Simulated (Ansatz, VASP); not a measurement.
## Si: VASP beside Ansatz

```
CELL_PARAMETERS angstrom
0.00000 2.63293 2.63293
2.63293 0.00000 2.63293
2.63293 2.63293 0.00000
ATOMIC_POSITIONS crystal
Si 0.50000 0.50000 0.50000
Si 0.75000 0.75000 0.75000
```

Alike in both runs: task single point; functional revPBE; k mesh 9 × 9 × 9; occupations fermi-dirac, width 0.05 eV; no spin polarisation.

```csv
,VASP,Ansatz
version,VASP 6.6.1,Ansatz 0.2.0
potentials or method,"VASP PAW PBE potentials, release 64 (Si)","plane waves (420 eV) with PAW, scalar-relativistic"
plane-wave cutoff (eV),520,420
valence electrons in the cell,8,8
```

Ansatz gave:

* pressure (GPa): 14.3

Q: Estimate VASP's values.

A: Pressure (GPa): 14.1.

Caveats: the PAW data sets were made with another functional, which shifts forces and pressure a little (VASP).
